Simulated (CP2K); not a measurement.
# Mg (P6_3/mmc) in CP2K: equation of state

How stiff is Mg in PBE, and what volume does it want? The cell is scaled to several volumes.

All numbers are computed with CP2K 2026.2; they aren't measurements. Logs are shortened: lines on timing, memory, paths and dates and some standing lists are left out, and cuts for length are marked.

### 1 The structure

Symmetry: P6_3/mmc, No. 194, hexagonal system. The conventional cell has a = 3.209 Å, b = 3.209 Å, c = 5.210 Å, α = 90.00°, β = 90.00°, γ = 120.00°. Mg (site symmetry -6m2) is surrounded by 12 Mg at 3.20 to 3.21 Å.

### 2 Single point, PBE, 23.24 Å³/atom

mg_eos.inp

```
&GLOBAL
  PROJECT mg_eos
  RUN_TYPE ENERGY_FORCE
  PRINT_LEVEL LOW
&END GLOBAL
&FORCE_EVAL
  METHOD QS
  STRESS_TENSOR ANALYTICAL
  &DFT
    BASIS_SET_FILE_NAME BASIS_MOLOPT_UZH
    POTENTIAL_FILE_NAME POTENTIAL_UZH
    &MGRID
      CUTOFF 1400
      REL_CUTOFF 60
      NGRIDS 4
    &END MGRID
    &QS
      METHOD GPW
      EPS_DEFAULT 1.0E-10
    &END QS
    &KPOINTS
      SCHEME MONKHORST-PACK 10 10 5
      GAMMA_CENTERED T
      SYMMETRY T
      SYMMETRY_BACKEND SPGLIB
    &END KPOINTS
    &SCF
      SCF_GUESS ATOMIC
      EPS_SCF 1.0E-6
      MAX_SCF 100
      ADDED_MOS 10
      CHOLESKY OFF
      EPS_EIGVAL 1.0E-7
      &DIAGONALIZATION ON
        ALGORITHM STANDARD
      &END DIAGONALIZATION
      &MIXING ON
        METHOD BROYDEN_MIXING
        ALPHA 0.4
        BETA 1.5
        NBUFFER 8
      &END MIXING
      &SMEAR ON
        METHOD FERMI_DIRAC
        ELECTRONIC_TEMPERATURE [K] 580.226
      &END SMEAR
    &END SCF
    &XC
      &XC_FUNCTIONAL PBE
      &END XC_FUNCTIONAL
    &END XC
    &PRINT
      &KPOINTS ON
      &END KPOINTS
      &MULLIKEN ON
      &END MULLIKEN
      &MO ON
        ENERGIES T
        OCCUPATION_NUMBERS T
        &EACH
          QS_SCF 0
        &END EACH
        ADD_LAST NUMERIC
      &END MO
    &END PRINT
  &END DFT
  &SUBSYS
    &CELL
      A 3.2093000000 0.0000000000 0.0000000000
      B -1.6046500000 2.7793353284 0.0000000000
      C 0.0000000000 0.0000000000 5.2103000000
      PERIODIC XYZ
    &END CELL
    &COORD
      SCALED
      Mg  0.6666666667 0.3333333333 0.7500000000
      Mg  0.3333333333 0.6666666667 0.2500000000
    &END COORD
    &KIND Mg
      BASIS_SET TZVP-MOLOPT-PBE-GTH-q10
      POTENTIAL GTH-PBE-q10
    &END KIND
    &PRINT
      &ATOMIC_COORDINATES ON
      &END ATOMIC_COORDINATES
      &CELL ON
      &END CELL
      &SYMMETRY ON
      &END SYMMETRY
    &END PRINT
  &END SUBSYS
  &PRINT
    &FORCES ON
    &END FORCES
    &STRESS_TENSOR ON
    &END STRESS_TENSOR
  &END PRINT
&END FORCE_EVAL
```

Potentials or basis: POTENTIAL_UZH Mg GTH-PBE-q10; TZVP-MOLOPT-PBE-GTH basis.

Started as:

```sh
$ OMP_NUM_THREADS=1 cp2k.psmp -i mg_eos.inp -o mg_eos.out
```

mg_eos.out:

```text

 CP2K| version string:                                       CP2K version 2026.2
 CP2K| Input file name                                                mg_eos.inp

 GLOBAL| Force Environment number                                              1
 GLOBAL| Basis set file name                                    BASIS_MOLOPT_UZH
 GLOBAL| Potential file name                                       POTENTIAL_UZH
 GLOBAL| MM Potential file name                                     MM_POTENTIAL
 GLOBAL| Coordinate file name                                      __STD_INPUT__
 GLOBAL| Method name                                                        CP2K
 GLOBAL| Project name                                                     mg_eos
 GLOBAL| Run type                                                   ENERGY_FORCE
 GLOBAL| FFT library                                                       FFTW3
[... 6 lines left out ...]
 GLOBAL| Total number of message passing processes                             1
 GLOBAL| Number of threads for this process                                    1
 GLOBAL| CPU model name                                                  UNKNOWN

 CELL| Volume [angstrom^3]:                                            46.474422
 CELL| Vector a [angstrom]:       3.209     0.000     0.000   |a| =     3.209300
 CELL| Vector b [angstrom]:      -1.605     2.779     0.000   |b| =     3.209300
 CELL| Vector c [angstrom]:       0.000     0.000     5.210   |c| =     5.210300
 CELL| Angle (b,c), alpha [degree]:                                    90.000000
 CELL| Angle (a,c), beta  [degree]:                                    90.000000
 CELL| Angle (a,b), gamma [degree]:                                   120.000000
 CELL| Numerically orthorhombic:                                              NO
 CELL| Periodicity                                                           XYZ

 CELL_REF| Volume [angstrom^3]:                                        46.474422
 CELL_REF| Vector a [angstrom     3.209     0.000     0.000   |a| =     3.209300
 CELL_REF| Vector b [angstrom    -1.605     2.779     0.000   |b| =     3.209300
 CELL_REF| Vector c [angstrom     0.000     0.000     5.210   |c| =     5.210300
 CELL_REF| Angle (b,c), alpha [degree]:                                90.000000
 CELL_REF| Angle (a,c), beta  [degree]:                                90.000000
 CELL_REF| Angle (a,b), gamma [degree]:                               120.000000
 CELL_REF| Numerically orthorhombic:                                          NO
 CELL_REF| Periodicity                                                       XYZ
[... 9 lines left out ...]
 TOTAL NUMBERS AND MAXIMUM NUMBERS

  Total number of            - Atomic kinds:                                   1
                             - Atoms:                                          2
                             - Shell sets:                                     2
                             - Shells:                                        12
                             - Primitive Cartesian functions:                 14
                             - Cartesian basis functions:                     20
                             - Spherical basis functions:                     20

  Maximum angular momentum of- Orbital basis functions:                        1
                             - Local part of the GTH pseudopotential:          2
                             - Non-local part of the GTH pseudopotential:      1

 MODULE QUICKSTEP: ATOMIC COORDINATES IN ANGSTROM

   Atom Kind Element         X             Y             Z       Z(eff)     Mass
      1    1 Mg   12      1.604650      0.926445      3.907725  10.0000  24.3050
      2    1 Mg   12     -0.000000      1.852890      1.302575  10.0000  24.3050

 Crystal Symmetry Information
       International Symbol:                                            P6_3/mmc
       Point Group Symbol:                                                 6/mmm
       Schoenflies Symbol:                                                 D6h^4
       Number of Symmetry Operations:                                         24

 SCF PARAMETERS         Density guess:                                    ATOMIC
[... 9 lines left out ...]
                        --------------------------------------------------------
                        level_shift [a.u.]:                             0.000000
                        added MOs                                        10    0
                        --------------------------------------------------------
                        Mixing method:                            BROYDEN_MIXING
                                                charge density mixing in g-space
                        --------------------------------------------------------
                        Smear method:                                FERMI_DIRAC
[... 36 lines left out ...]
  Core density on regular grids:               19.9999999999       -0.0000000001
  Total charge density on r-space grids:        0.0000000313
  Total charge density g-space grids:           0.0000000313

  Overlap energy of the core charge distribution:               0.00000000000000
  Self energy of the core charge distribution:               -292.80135319118625
  Core Hamiltonian energy:                                     86.48758752569179
  Hartree energy:                                              96.87958495049409
  Exchange-correlation energy:                                -17.21071624791433
  Electronic entropic energy:                                  -0.00040334027774
  Fermi energy:                                                 0.18945958854532

  Total energy:                                              -126.64530030369892
  Total energy (extrapolated to T->0):                       -126.64509863356004

 MO| EIGENVALUES AND OCCUPATION NUMBERS FOR K POINT 1
 MO|
 MO|  Index      Eigenvalue [a.u.]        Eigenvalue [eV]             Occupation
 MO|      1              -2.606830             -70.935444               2.000000
 MO|      2              -2.606824             -70.935276               2.000000
 MO|      3              -1.386339             -37.724193               2.000000
 MO|      4              -1.386291             -37.722890               2.000000
 MO|      5              -1.385916             -37.712688               2.000000
 MO|      6              -1.385826             -37.710239               2.000000
[... 246 lines left out ...]
 MO|     19               2.491252              67.790417               0.000000
 MO|     20               2.565952              69.823113               0.000000
 MO| Sum:                                                              20.000000
 MO| E(Fermi):            0.189460 a.u.          5.155458 eV
 MO| Band gap:            0.110075 a.u.          2.995289 eV

 MO| EIGENVALUES AND OCCUPATION NUMBERS FOR K POINT 11
 MO|
 MO|  Index      Eigenvalue [a.u.]        Eigenvalue [eV]             Occupation
 MO|      1              -2.606855             -70.936138               2.000000
 MO|      2              -2.606819             -70.935157               2.000000
 MO|      3              -1.386333             -37.724047               2.000000
 MO|      4              -1.386166             -37.719488               2.000000
 MO|      5              -1.385921             -37.712819               2.000000
 MO|      6              -1.385722             -37.707401               2.000000
[... 64 lines left out ...]
 MO|     19               2.459446              66.924932               0.000000
 MO|     20               2.520851              68.595839               0.000000
 MO| Sum:                                                              20.000000
 MO| E(Fermi):            0.189460 a.u.          5.155458 eV
 MO| Band gap:            0.187562 a.u.          5.103814 eV

 MO| EIGENVALUES AND OCCUPATION NUMBERS FOR K POINT 14
 MO|
 MO|  Index      Eigenvalue [a.u.]        Eigenvalue [eV]             Occupation
 MO|      1              -2.606863             -70.936351               2.000000
 MO|      2              -2.606821             -70.935207               2.000000
 MO|      3              -1.386260             -37.722040               2.000000
 MO|      4              -1.386091             -37.717443               2.000000
 MO|      5              -1.385925             -37.712940               2.000000
 MO|      6              -1.385728             -37.707580               2.000000
[... 12 lines left out ...]
 MO|     19               2.457459              66.870869               0.000000
 MO|     20               2.580145              70.209303               0.000000
 MO| Sum:                                                              20.000000
 MO| E(Fermi):            0.189460 a.u.          5.155458 eV

 [... the levels of further k-points ...]

 !-----------------------------------------------------------------------------!
                     Mulliken Population Analysis

 #  Atom  Element  Kind  Atomic population                           Net charge
       1     Mg       1         10.000000                             -0.000000
       2     Mg       1         10.000000                             -0.000000
 # Total charge                             20.000000                 -0.000000

 !-----------------------------------------------------------------------------!

 ENERGY| Total FORCE_EVAL ( QS ) energy [hartree]           -126.645300239710579

 FORCES| Atomic forces [hartree/bohr]
 FORCES|   Atom     x               y               z               |f|
 FORCES|      1 -9.80361368E-07  5.62286366E-07 -2.71652093E-08   1.13049207E-06
 FORCES|      2  9.80361360E-07 -5.62286444E-07  2.71652246E-08   1.13049210E-06
 FORCES| Sum    -7.50498423E-15 -7.77827023E-14  1.52787355E-14
 FORCES| Total atomic force                                       7.96235727E-14

 STRESS| Analytical stress tensor [bar]
 STRESS|                        x                   y                   z
 STRESS|      x        1.08955667040E+03  -2.96998300684E+02  -7.62167636200E-07
 STRESS|      y       -2.96998300684E+02   7.46219901130E+02   4.57443142698E-07
 STRESS|      z       -7.62167636200E-07   4.57443142698E-07   1.80678247801E+04
 STRESS| 1/3 Trace                                             6.63453378389E+03
 STRESS| Determinant                                           1.30962980179E+10

 STRESS| Eigenvectors and eigenvalues of the analytical stress tensor [bar]
 STRESS|                        1                   2                   3
 STRESS| Eigenvalues   5.74845978036E+02   1.26093059350E+03   1.80678247801E+04
 STRESS|      x           0.499785358285      0.866149291776     -0.000000000045
 STRESS|      y           0.866149291776     -0.499785358285      0.000000000027
 STRESS|      z          -0.000000000001      0.000000000053      1.000000000000
```

Run time: 25 s. Hardware: 1 thread of Arm Neoverse V1, shared host; peak memory 0.58 GiB.

What came out:

```
Free energy            : -3446.1939 eV
Pressure               : 0.7 GPa
Band gap on the k mesh : none (metal or under the smearing width)
```

Caveat: the basis of atomic orbitals isn't converged, which shifts pressures, moduli and gaps.

### 3 Single point, PBE, 22.77 Å³/atom (volume scaled by 0.98)

Edit mg_eos.inp of step 2 so:

```diff
@@ -11,2 +11,3 @@
     POTENTIAL_FILE_NAME POTENTIAL_UZH
+    WFN_RESTART_FILE_NAME previous-RESTART.kp
     &MGRID
@@ -27,3 +28,3 @@
     &SCF
-      SCF_GUESS ATOMIC
+      SCF_GUESS RESTART
       EPS_SCF 1.0E-6
@@ -68,5 +69,5 @@
     &CELL
-      A 3.2093000000 0.0000000000 0.0000000000
-      B -1.6046500000 2.7793353284 0.0000000000
-      C 0.0000000000 0.0000000000 5.2103000000
+      A 3.1877604248 0.0000000000 0.0000000000
+      B -1.5938802124 2.7606815091 0.0000000000
+      C 0.0000000000 0.0000000000 5.1753304900
       PERIODIC XYZ
```

Potentials or basis: POTENTIAL_UZH Mg GTH-PBE-q10; TZVP-MOLOPT-PBE-GTH basis.

Started as:

```sh
$ OMP_NUM_THREADS=1 cp2k.psmp -i mg_eos.inp -o mg_eos.out
```

Run time: 17 s. Hardware: 1 thread of Arm Neoverse V1, shared host; peak memory 0.52 GiB.

It converged, with:

```yaml
Free_energy: -3446.1899 eV
Pressure: 1.4 GPa
Band_gap_on_the_k_mesh: none (metal or under the smearing width)
```

Caveat: the basis of atomic orbitals isn't converged, which shifts pressures, moduli and gaps.

### 4 Single point, PBE, 23.70 Å³/atom (volume scaled by 1.02)

Edit mg_eos.inp of step 3 so:

```diff
@@ -69,5 +69,5 @@
     &CELL
-      A 3.1877604248 0.0000000000 0.0000000000
-      B -1.5938802124 2.7606815091 0.0000000000
-      C 0.0000000000 0.0000000000 5.1753304900
+      A 3.2305542618 0.0000000000 0.0000000000
+      B -1.6152771309 2.7977420591 0.0000000000
+      C 0.0000000000 0.0000000000 5.2448063036
       PERIODIC XYZ
```

Started as:

```sh
$ OMP_NUM_THREADS=1 cp2k.psmp -i mg_eos.inp -o mg_eos.out
```

Wall time 16 s (1 thread of Arm Neoverse V1, shared host); peak memory 0.55 GiB.

The run converged. Its results:

```yaml
Free_energy: -3446.1957 eV
Pressure: 0.0 GPa
Band_gap_on_the_k_mesh: none (metal or under the smearing width)
```

Caveat: the basis of atomic orbitals isn't converged, which shifts pressures, moduli and gaps.

### 5 Single point, PBE, 22.31 Å³/atom (volume scaled by 0.96)

Edit mg_eos.inp of step 4 so:

```diff
@@ -69,5 +69,5 @@
     &CELL
-      A 3.2305542618 0.0000000000 0.0000000000
-      B -1.6152771309 2.7977420591 0.0000000000
-      C 0.0000000000 0.0000000000 5.2448063036
+      A 3.1659257641 0.0000000000 0.0000000000
+      B -1.5829628820 2.7417721382 0.0000000000
+      C 0.0000000000 0.0000000000 5.1398819084
       PERIODIC XYZ
```

Started as:

```sh
$ OMP_NUM_THREADS=1 cp2k.psmp -i mg_eos.inp -o mg_eos.out
```

It took 19 s on 1 thread of Arm Neoverse V1, shared host; peak memory 0.53 GiB.

It converged, with:

```
Free energy            : -3446.1794 eV
Pressure               : 2.2 GPa
Band gap on the k mesh : none (metal or under the smearing width)
```

Caveat: the basis of atomic orbitals isn't converged, which shifts pressures, moduli and gaps.

### 6 Single point, PBE, 24.17 Å³/atom (volume scaled by 1.04)

Edit mg_eos.inp of step 5 so:

```diff
@@ -69,5 +69,5 @@
     &CELL
-      A 3.1659257641 0.0000000000 0.0000000000
-      B -1.5829628820 2.7417721382 0.0000000000
-      C 0.0000000000 0.0000000000 5.1398819084
+      A 3.2515324747 0.0000000000 0.0000000000
+      B -1.6257662373 2.8159097243 0.0000000000
+      C 0.0000000000 0.0000000000 5.2788644417
       PERIODIC XYZ
```

Potentials or basis: POTENTIAL_UZH Mg GTH-PBE-q10; TZVP-MOLOPT-PBE-GTH basis.

Started as:

```sh
$ OMP_NUM_THREADS=1 cp2k.psmp -i mg_eos.inp -o mg_eos.out
```

Run time: 20 s. Hardware: 1 thread of Arm Neoverse V1, shared host; peak memory 0.57 GiB.

The run converged. Its results:

```
Free energy            : -3446.1939 eV
Pressure               : -0.6 GPa
Band gap on the k mesh : none (metal or under the smearing width)
```

Caveat: the basis of atomic orbitals isn't converged, which shifts pressures, moduli and gaps.

### 7 Single point, PBE, 21.84 Å³/atom (volume scaled by 0.94)

Edit mg_eos.inp of step 6 so:

```diff
@@ -69,5 +69,5 @@
     &CELL
-      A 3.2515324747 0.0000000000 0.0000000000
-      B -1.6257662373 2.8159097243 0.0000000000
-      C 0.0000000000 0.0000000000 5.2788644417
+      A 3.1437856987 0.0000000000 0.0000000000
+      B -1.5718928494 2.7225982792 0.0000000000
+      C 0.0000000000 0.0000000000 5.1039375022
       PERIODIC XYZ
```

Started as:

```sh
$ OMP_NUM_THREADS=1 cp2k.psmp -i mg_eos.inp -o mg_eos.out
```

Wall time 22 s (1 thread of Arm Neoverse V1, shared host); peak memory 0.54 GiB.

It converged, with:

* Free energy: -3446.1640 eV
* Pressure: 3.1 GPa
* Band gap on the k mesh: none (metal or under the smearing width)

Caveat: the basis of atomic orbitals isn't converged, which shifts pressures, moduli and gaps.

### 8 Single point, PBE, 24.63 Å³/atom (volume scaled by 1.06)

Edit mg_eos.inp of step 7 so:

```diff
@@ -69,5 +69,5 @@
     &CELL
-      A 3.1437856987 0.0000000000 0.0000000000
-      B -1.5718928494 2.7225982792 0.0000000000
-      C 0.0000000000 0.0000000000 5.1039375022
+      A 3.2722434310 0.0000000000 0.0000000000
+      B -1.6361217155 2.8338459386 0.0000000000
+      C 0.0000000000 0.0000000000 5.3124886887
       PERIODIC XYZ
```

Started as:

```sh
$ OMP_NUM_THREADS=1 cp2k.psmp -i mg_eos.inp -o mg_eos.out
```

Wall time 20 s (1 thread of Arm Neoverse V1, shared host); peak memory 0.57 GiB.

It converged, with:

```yaml
Free_energy: -3446.1888 eV
Pressure: -1.1 GPa
Band_gap_on_the_k_mesh: none (metal or under the smearing width)
```

Caveat: the basis of atomic orbitals isn't converged, which shifts pressures, moduli and gaps.

### 9 Equation of state, PBE

Potentials or basis: POTENTIAL_UZH Mg GTH-PBE-q10; TZVP-MOLOPT-PBE-GTH basis.

This step only gathers the single runs of the series.

Results:

```
Equilibrium volume                        : 23.63 Å³/atom (rough: see the caveat)
Bulk modulus at fixed shape and positions : 29 GPa (rough)
```

Energy against volume, from the lowest point:
```
volume (Å³/atom)  energy (meV/atom)
          21.843              15.85
          22.308               8.15
          22.772               2.92
          23.237               0.93
          23.702               0.00
          24.167               0.89
          24.631               3.46
```

Caveat: the fit is doubtful: noisy points or a state that changes with volume; the cell was scaled at fixed shape and fractional positions, which overstates the stiffness of a crystal with free parameters, most of all of layers and chains; the basis of atomic orbitals isn't converged, which shifts pressures, moduli and gaps.
